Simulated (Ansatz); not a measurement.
# C under changes of volume

One of the cells (10.908 Å³/atom); the others are scaled copies at fixed shape and fractional positions:

```xyz
4
Lattice="1.2332 0.7120 8.2826 -1.2332 0.7120 8.2826 0.0000 -1.4240 8.2826" Properties=species:S:1:pos:R:3 pbc="T T T"
C     0.0000    0.0000    2.1661
C     0.0000    0.0000   18.7315
C     0.0000    0.0000    6.1163
C     0.0000    0.0000   22.6818
```

This isn't the form of C at room conditions, which is graphite.

```yaml
Program: Ansatz 0.2.0
Functional: r2SCAN
Potentials_or_basis: Ansatz PAW
Cutoff: "500 eV (not typed: the program's choice for these potentials)"
k_mesh: 12 × 12 × 12
Occupations: fermi-dirac, width 0.05 eV
Spin: no spin polarisation
```

| volume (Å³/atom) | energy over the lowest point (meV/atom) | pressure (GPa) | gap on the mesh (eV) | largest force (eV/Å) |
| --- | --- | --- | --- | --- |
| 10.254 | 18.40 | 12.3 | 0.22 | 0.005 |
| 10.472 | 5.56 | 6.7 | 0.21 | 0.004 |
| 10.690 | 0.00 | 1.6 | 0.20 | 0.005 |
| 10.908 | 1.08 | -3.1 | 0.20 | 0.005 |
| 11.126 | 8.20 | -7.3 | 0.19 | 0.005 |
| 11.345 | ? | ? | ? | ? |
| 11.563 | 38.53 | -14.7 | 0.18 | 0.006 |

Q: What does the run at 11.345 Å³/atom give?

A: Energy over the lowest point 20.85 meV/atom; pressure -11.2 GPa; gap on the mesh 0.18 eV; largest force 0.006 eV/Å.

Worked out: A Birch-Murnaghan fit of order 3 (a polynomial in V^(-2/3)) to the other rows has its minimum at 10.76 Å³/atom with B0 = V·E''(V) = 233 GPa and B' = 3.6 at fixed shape and positions, which overstates the stiffness. It gives 20.88 meV/atom at 11.345 Å³/atom, against the run's 20.85, and -dE/dV = -11.2 GPa, against -11.2. A straight line through the other rows of the gap, of slope -0.322 eV per unit of ln V (its deformation potential), gives 0.18 eV, against the run's 0.18.

Energies are extrapolated to zero smearing.

Caveats: the PAW data sets come from PBE, with cores solved anew for the run's functional, which leaves a small shift of forces and pressure.

A mesh can miss the band edges.
